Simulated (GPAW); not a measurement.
Crystal: TiO.

```
CELL_PARAMETERS angstrom
2.85161 0.00000 0.00000
-1.42580 2.46956 0.00000
0.00000 0.00000 5.56750
ATOMIC_POSITIONS crystal
Ti 0.66667 0.33333 0.75000
Ti 0.33333 0.66667 0.25000
O 0.00000 0.00000 0.50000
O 0.00000 0.00000 0.00000
```

The cell comes from a database or a generator and needn't be the stable form of this composition.

Base run:

| Property | Result |
| --- | --- |
| Program | GPAW 26.7.0 |
| Functional | PBEsol |
| Potentials or basis | PAW data sets generated in the run's folder for this functional |
| Cutoff | 800 eV |
| Basis | pw |
| k mesh | 8 × 8 × 4 |
| Occupations | fermi-dirac, width 0.05 eV |
| Spin | no spin polarisation |
| Hubbard terms | Ti d U = 4 eV |

Its results: pressure -1.1 GPa.

Q: The run is repeated on the same cell with these changes: hubbard terms from Ti d U = 4 eV to Ti d U = 2 eV. What comes out?

A: Pressure -5.2 GPa.

Caveats: U without spin polarisation on a metal has little footing.

Not every run made on this cell is shown here.
